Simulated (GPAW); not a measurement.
# BP (F-43m) in GPAW: convergence with k mesh

Aim: find how far k mesh must go before the results for BP settle, at r2SCAN. This setting moves, with any that are tied to it; all else stays.

All numbers are computed with GPAW 26.7.0; they aren't measurements. Logs are shortened: lines on timing, memory, paths and dates and some standing lists are left out, and cuts for length are marked. The log counts tension as positive stress, the text compression.

### 1 Starting point

Symmetry: F-43m, No. 216, cubic system. The conventional cell has a = 4.538 Å, b = 4.538 Å, c = 4.538 Å, α = 90.00°, β = 90.00°, γ = 90.00°. P (site symmetry -43m) is surrounded by 4 B at 1.97 Å. Around B (site symmetry -43m) lie 4 P at 1.97 Å.

### 2 With k mesh 3 × 3 × 3

Input file run.py:

```python
import numpy as np
from ase import Atoms
from ase.dft.bandgap import bandgap
from ase.io import write
from ase.units import Ha
from gpaw import GPAW, PW
from gpaw.hybrids.energy import non_self_consistent_energy
from gpaw.new.pw.nschse import non_self_consistent_matrix_elements

atoms = Atoms(['P', 'B'],
              cell=[[0.0, 2.269, 2.269],
                    [2.269, 0.0, 2.269],
                    [2.269, 2.269, 0.0]],
              scaled_positions=[[0.75, 0.75, 0.75],
                                [0.0, 0.0, 0.0]],
              pbc=True)

calc = GPAW(mode=PW(550),
            xc='MGGA_X_R2SCAN+MGGA_C_R2SCAN',
            kpts={'size': (3, 3, 3), 'gamma': True},
            occupations={'name': 'fermi-dirac', 'width': 0.001},
            nbands=11,
            convergence={'density': 1e-06, 'bands': 9},
            maxiter=150,
            txt='gpaw.txt')
atoms.calc = calc
energy = atoms.get_potential_energy()
calc.write('gs.gpw')
write('result.traj', atoms)
print(f'Energy: {energy:.6f} eV')
print('Fermi level:', round(calc.get_fermi_level(), 4), 'eV')
print(f'Gap: {bandgap(calc)[0]:.4f} eV, direct: {bandgap(calc, direct=True)[0]:.4f} eV')

calc.write('wfs.gpw', mode='all')
eps = calc.eigenvalues()
free = calc.get_potential_energy(force_consistent=True)
semilocal_x = free + calc.get_xc_difference('MGGA_X_R2SCAN')  # without correlation
exact_x = non_self_consistent_energy(calc, 'EXX').sum()
h_x = non_self_consistent_matrix_elements(GPAW('wfs.gpw').dft, 'MGGA_X_R2SCAN')
h_exx = non_self_consistent_matrix_elements(GPAW('wfs.gpw').dft, 'EXX')
shift = np.einsum('sknn->skn', h_exx - h_x).real * Ha
np.savetxt('shift.dat', shift[..., :9].reshape((-1, 9)), fmt='%.4f')
occupied = eps < calc.get_fermi_level()
for name, a in {'r2SCAN0': 0.25, 'r2SCANh': 0.1, 'r2SCAN50': 0.5}.items():
    levels = (eps + a * shift)[..., :9]
    gap = levels[~occupied[..., :9]].min() - levels[occupied[..., :9]].max()
    print(f'{name}: share {a}, energy {free + a * (exact_x - semilocal_x):.6f} eV, gap {gap:.4f} eV')
```

Potentials or basis: GPAW PAW data sets (gpaw-data 1.2.1), pw.

Started as:

```
> OMP_NUM_THREADS=1 python run.py
```

Run time: 12 s. Hardware: 1 thread of Intel Xeon Platinum 8259CL at 2.50GHz (Skylake/Cascade Lake), shared host; peak memory 0.24 GiB.

It converged, with:

```
Free energy            : -16.4745 eV
Band gap on the k mesh : 1.52 eV, indirect (least direct gap 3.57 eV)
```

### 3 With k mesh 4 × 4 × 4

run.py, as its differences from that of step 2:

```diff
@@ -19,3 +19,3 @@
             xc='MGGA_X_R2SCAN+MGGA_C_R2SCAN',
-            kpts={'size': (3, 3, 3), 'gamma': True},
+            kpts={'size': (4, 4, 4), 'gamma': True},
             occupations={'name': 'fermi-dirac', 'width': 0.001},
```

Potentials or basis: GPAW PAW data sets (gpaw-data 1.2.1), pw.

Started as:

```
> OMP_NUM_THREADS=1 python run.py
```

Run time: 32 s. Hardware: 1 thread of Intel Xeon Platinum 8259CL at 2.50GHz (Skylake/Cascade Lake), shared host; peak memory 0.26 GiB.

Results (log left out):

```yaml
Free_energy: -16.9430 eV
Band_gap_on_the_k_mesh: 1.49 eV, indirect (least direct gap 3.59 eV)
```

### 4 With k mesh 5 × 5 × 5

run.py, as its differences from that of step 3:

```diff
@@ -19,3 +19,3 @@
             xc='MGGA_X_R2SCAN+MGGA_C_R2SCAN',
-            kpts={'size': (4, 4, 4), 'gamma': True},
+            kpts={'size': (5, 5, 5), 'gamma': True},
             occupations={'name': 'fermi-dirac', 'width': 0.001},
```

Started as:

```
> OMP_NUM_THREADS=1 python run.py
```

Wall time 64 s (1 thread of Intel Xeon Platinum 8259CL at 2.50GHz (Skylake/Cascade Lake), shared host); peak memory 0.29 GiB.

The run converged. Its results:

| Quantity | Value |
| --- | --- |
| Free energy | -17.0642 eV |
| Band gap on the k mesh | 1.42 eV, indirect (least direct gap 3.59 eV) |

### 5 With k mesh 6 × 6 × 6

run.py, as its differences from that of step 4:

```diff
@@ -19,3 +19,3 @@
             xc='MGGA_X_R2SCAN+MGGA_C_R2SCAN',
-            kpts={'size': (5, 5, 5), 'gamma': True},
+            kpts={'size': (6, 6, 6), 'gamma': True},
             occupations={'name': 'fermi-dirac', 'width': 0.001},
```

Started as:

```
> OMP_NUM_THREADS=1 python run.py
```

Run time: 2.8 min. Hardware: 1 thread of Intel Xeon Platinum 8259CL at 2.50GHz (Skylake/Cascade Lake), shared host; peak memory 0.33 GiB.

The run converged. Its results:

* Free energy: -17.0999 eV
* Band gap on the k mesh: 1.51 eV, indirect (least direct gap 3.59 eV)

### 6 With k mesh 7 × 7 × 7

run.py, as its differences from that of step 5:

```diff
@@ -19,3 +19,3 @@
             xc='MGGA_X_R2SCAN+MGGA_C_R2SCAN',
-            kpts={'size': (6, 6, 6), 'gamma': True},
+            kpts={'size': (7, 7, 7), 'gamma': True},
             occupations={'name': 'fermi-dirac', 'width': 0.001},
```

Potentials or basis: GPAW PAW data sets (gpaw-data 1.2.1), pw.

Started as:

```
> OMP_NUM_THREADS=1 python run.py
```

Run time: 5 min. Hardware: 1 thread of Intel Xeon Platinum 8259CL at 2.50GHz (Skylake/Cascade Lake), shared host; peak memory 0.37 GiB.

Results (log left out):

* Free energy: -17.1112 eV
* Band gap on the k mesh: 1.42 eV, indirect (least direct gap 3.60 eV)

### 7 With k mesh 8 × 8 × 8

run.py, as its differences from that of step 6:

```diff
@@ -19,3 +19,3 @@
             xc='MGGA_X_R2SCAN+MGGA_C_R2SCAN',
-            kpts={'size': (7, 7, 7), 'gamma': True},
+            kpts={'size': (8, 8, 8), 'gamma': True},
             occupations={'name': 'fermi-dirac', 'width': 0.001},
```

Potentials or basis: GPAW PAW data sets (gpaw-data 1.2.1), pw.

Started as:

```
> OMP_NUM_THREADS=1 python run.py
```

gpaw.txt:

```text
__  _  _
 | _ |_)|_||  |
 |__||  | ||/\| - 26.7.0

Input parameters:
  mode=PW(ecut=550.0),
  convergence={'density': 1e-06, 'bands': 9},
  kpts=MonkhorstPack(size=(8, 8, 8), gamma=True),
  maxiter=150,
  nbands=11,
  occupations=Occupations(name='fermi-dirac', width=0.001),
  xc=XC(name='MGGA_X_R2SCAN+MGGA_C_R2SCAN')

Diagonalizing LCAO Hamiltonian
Converting LCAO to pw mode

                  P

       B

Atoms  # Å, Bohr magnetons
|   | symbol |        x |        y |        z |    initial magnetic moments |
|---|--------|----------|----------|----------|-----------------------------|
| 0 |      P | 3.403500 | 3.403500 | 3.403500 | ( 0.0000,  0.0000,  0.0000) |
| 1 |      B | 0.000000 | 0.000000 | 0.000000 | ( 0.0000,  0.0000,  0.0000) |

Unit cell  # Å
| periodic |        x |        y |        z |  lengths |    angles |
|----------|----------|----------|----------|----------|-----------|
|      yes | 0.000000 | 2.269000 | 2.269000 | 3.208851 | 60.000000 |
|      yes | 2.269000 | 0.000000 | 2.269000 | 3.208851 | 60.000000 |
|      yes | 2.269000 | 2.269000 | 0.000000 | 3.208851 | 60.000000 |

Number of symmetries: 24
Symmetry operations  # r_c * U_cc + t_c -> r_c
|    | kind |            matrix            |
|----|------|------------------------------|
|  0 |  E   |  1, 0, 0,  0, 1, 0,  0, 0, 1 |
|  1 |  σ   |  1, 0, 0,  0, 0, 1,  0, 1, 0 |
|  2 |  σ   |  1, 0,-1,  0, 1,-1,  0, 0,-1 |
|  3 |  C3  |  1, 0,-1,  0, 0,-1,  0, 1,-1 |
|  4 |  C3  |  1,-1, 0,  0,-1, 1,  0,-1, 0 |
|  5 |  σ   |  1,-1, 0,  0,-1, 0,  0,-1, 1 |
|  6 |  σ   |  0, 1, 0,  1, 0, 0,  0, 0, 1 |
|  7 |  C3  |  0, 1, 0,  0, 0, 1,  1, 0, 0 |
|  8 |  C2  |  0, 1,-1,  1, 0,-1,  0, 0,-1 |
|  9 |  S4  |  0, 1,-1,  0, 0,-1,  1, 0,-1 |
| 10 |  C3  |  0, 0, 1,  1, 0, 0,  0, 1, 0 |
| 11 |  σ   |  0, 0, 1,  0, 1, 0,  1, 0, 0 |
| 12 |  S4  |  0, 0,-1,  1, 0,-1,  0, 1,-1 |
| 13 |  C3  |  0, 0,-1,  0, 1,-1,  1, 0,-1 |
| 14 |  S4  |  0,-1, 1,  1,-1, 0,  0,-1, 0 |
| 15 |  C2  |  0,-1, 1,  0,-1, 0,  1,-1, 0 |
| 16 |  C3  |  0,-1, 0,  1,-1, 0,  0,-1, 1 |
| 17 |  S4  |  0,-1, 0,  0,-1, 1,  1,-1, 0 |
| 18 |  S4  | -1, 1, 0, -1, 0, 1, -1, 0, 0 |
| 19 |  C3  | -1, 1, 0, -1, 0, 0, -1, 0, 1 |
| 20 |  C3  | -1, 0, 1, -1, 1, 0, -1, 0, 0 |
| 21 |  S4  | -1, 0, 1, -1, 0, 0, -1, 1, 0 |
| 22 |  σ   | -1, 0, 0, -1, 1, 0, -1, 0, 1 |
| 23 |  C2  | -1, 0, 0, -1, 0, 1, -1, 1, 0 |

BZ-sampling:
  Number of BZ points: 512
  Number of IBZ points: 29

  Monkhorst-Pack size: [8, 8, 8]
  Monkhorst-Pack shift: [0.0625, 0.0625, 0.0625]

K-points  # in reciprocal-cell coordinates
|     |                                coordinates |     weight |
|-----|--------------------------------------------|------------|
|   0 | (  0.00000000,   0.00000000,   0.00000000) | 0.00195312 |
|   1 | (  0.12500000,   0.12500000,   0.00000000) | 0.01171875 |
|   2 | (  0.12500000,   0.12500000,   0.12500000) | 0.01562500 |
|   3 | (  0.25000000,   0.12500000,   0.12500000) | 0.02343750 |
|   4 | (  0.25000000,   0.25000000,   0.00000000) | 0.01171875 |
|   5 | (  0.25000000,   0.25000000,   0.12500000) | 0.04687500 |
|   6 | (  0.25000000,   0.25000000,   0.25000000) | 0.01562500 |
|   7 | (  0.37500000,   0.25000000,  -0.37500000) | 0.04687500 |
|   8 | (  0.37500000,   0.25000000,   0.12500000) | 0.04687500 |
|   9 | (  0.37500000,   0.25000000,   0.25000000) | 0.04687500 |
| ... |                                            |            |
|  28 | (  0.50000000,   0.50000000,   0.50000000) | 0.00781250 |

Plane wave coefficients: 701
Cutoff: 550.0 eV

Spin-components: 1 (collinear spins)
Bands:           11
Projectors:      10
Spin-degeneracy: 2
Datatype:        complex128

Density:
  Valence electrons: 8.0
  Components: 1
  Grid points: [18 18 18]
  Charge: 0.0  # |e|

Potential:
  Grid points: [18 18 18]

species:
  P:
    name:    Phosphorus
    Z:       15.0
    valence: 5
    core:    10
    charge:  0.0  # [|e|]
    compensation charges:
      type: gauss
      rc: 0.30  # [Å]
      lmax: 2
    cutoffs:
      filter: 1.69  # [Å]
      core: 1.81  # [Å]
    projectors
    | kind |    occ | energy [eV] | rcut [Å] |
    |------|--------|-------------|----------|
    |   3s |  2.000 |     -13.968 |    0.953 |
    |   3p |  3.000 |      -5.506 |    0.953 |
    |    s |        |      13.244 |    0.953 |
    |    p |        |      21.705 |    0.953 |
    |    d |        |       0.000 |    0.953 |

    Using partial waves for P as LCAO basis

  B:
    name:    Boron
    Z:       5.0
    valence: 3
    core:    2
    charge:  0.0  # [|e|]
    compensation charges:
      type: gauss
      rc: 0.20  # [Å]
      lmax: 2
    cutoffs:
      filter: 1.14  # [Å]
      core: 1.38  # [Å]
    projectors
    | kind |    occ | energy [eV] | rcut [Å] |
    |------|--------|-------------|----------|
    |   2s |  2.000 |      -9.443 |    0.635 |
    |   2p |  1.000 |      -3.606 |    0.635 |
    |    s |        |      17.768 |    0.635 |
    |    p |        |      23.605 |    0.635 |
    |    d |        |       0.000 |    0.635 |

    Using partial waves for B as LCAO basis

Reference energy: -9972.403226  # eV

eigensolver:
  PPCG
  Converge bands: 9
  niter=2

density mixing:
  MSR1-Mixer
  Pratt-step length: 0.05
  Maximum mixing coefficient: 0.75
  Old densities: 10
  SVD Regularization: 0.005
  Good broyden scale: 1.0
  Trust region scale: 1.0
  Backstep threshold: 4.0
  History deletion threshold: 6.0
  Fourier metric: weight=20.0, sigma=0.015

occupation numbers:
  Fermi-Dirac:
    width: 0.0010  # eV

poisson solver:
  ecut: 4400.0  # eV

xc functional:
  name: MGGA_X_R2SCAN+MGGA_C_R2SCAN with 2 nearest neighbor stencil

convergence criteria:
- Maximum integral of absolute [dens]ity change: 1e-06 electrons / valence electron
- Maximum [total energy] change in last 3 cyles: 0.0005 eV / valence electron
- Maximum integral of absolute [eigenst]ate change: 4e-08 eV^2 / valence electron
maximum number of iterations: 150

SCF iterations
|iter     | |      energy | eigst |  dens |
|---------|-|-------------|-------|-------|
|iter:   1| |  -18.820645 | +1.70 |       |
|iter:   2| |  -17.372122 | +0.67 | -0.73 |
|iter:   3| |  -17.154347 | -0.41 | -0.77 |
|iter:   4| |  -17.114016 | -1.48 | -1.23 |
|iter:   5| |  -17.114872 | -2.65 | -1.98 |
|iter:   6| |  -17.114995c| -3.98 | -2.60 |
|iter:   7| |  -17.115027c| -4.47 | -3.02 |
|iter:   8| |  -17.115027c| -5.77 | -4.04 |
|iter:   9| |  -17.115027c| -6.64 | -4.63 |
|iter:  10| |  -17.115027c| -7.04 | -5.38 |
|iter:  11| |  -17.115027c| -7.81c| -6.18c|

Converged in 11 steps
Energy contributions relative to reference atoms: (reference = -9972.403226)

Energy contributions:
  Kinetic:           9.833726
  Coulomb:          -8.204064
  Zero:             -0.052511
  External:          0.000000
  Xc:              -18.692178
  Entropy:          -0.000000
  Spinorbit:         0.000000
  ----------------------------
  Free energy:     -17.115027
  Extrapolated:    -17.115027

dipole moment: (-3.354550, -3.354550, -3.354550)  # |e|*Ang

Fermi level: 8.490
Eigenvalues  # (at kpt = [0.000, 0.000, 0.000])
| band index |      eig [eV] | occ [0-2] |
|------------|---------------|-----------|
|          0 |        -8.108 |     2.000 |
|          1 |         8.169 |     2.000 |
|          2 |         8.169 |     2.000 |
|          3 |         8.169 |     2.000 |
|          4 |        11.765 |     0.000 |
|          5 |        11.765 |     0.000 |
|          6 |        11.765 |     0.000 |
|          7 |        16.147 |     0.000 |
|          8 |        20.640 |     0.000 |
|          9 |        20.675 |     0.000 |
|         10 |        20.675 |     0.000 |

Gap: 1.452 eV
Transition (v -> c):
  (s=0, k=0, n=3, [0.00, 0.00, 0.00]) -> (s=0, k=12, n=4, [0.38, 0.38, 0.00])
Direct/indirect transitions are different
Direct gap: 3.596 eV
Transition at: (s=0, k=0, n=3, [0.00, 0.00, 0.00])
# Writing to gs.gpw (mode='')

# Writing to wfs.gpw (mode='all')
```

Wall time 11 min (1 thread of Intel Xeon Platinum 8259CL at 2.50GHz (Skylake/Cascade Lake), shared host); peak memory 0.42 GiB.

What came out:

```yaml
Free_energy: -17.1150 eV
Band_gap_on_the_k_mesh: 1.45 eV, indirect (least direct gap 3.60 eV)
```

### 8 Summary

```tsv
k mesh	energy less the tightest run, at zero smearing (meV/atom)	gap on the mesh (eV)	SCF cycles	CPU time (s)	peak memory (GiB)
3 × 3 × 3	320.26	1.524	11	12	0.24
4 × 4 × 4	86.03	1.495	12	32	0.26
5 × 5 × 5	25.41	1.416	11	64	0.29
6 × 6 × 6	7.57	1.511	11	170	0.33
7 × 7 × 7	1.91	1.422	11	300	0.37
8 × 8 × 8	0.00	1.452	11	640	0.42
```

Not settled before the last step: the energy (to 1 meV/atom), the gap on the mesh (to 0.01 eV). Meshes of other sizes hit other points, so gaps and Fermi surfaces needn't settle smoothly. The tightest run that finished is the yardstick and may itself not be fully converged.

Caveats: energy and the plain gap are those of the semilocal run; the hybrids' values are one shot on its orbitals and mesh.
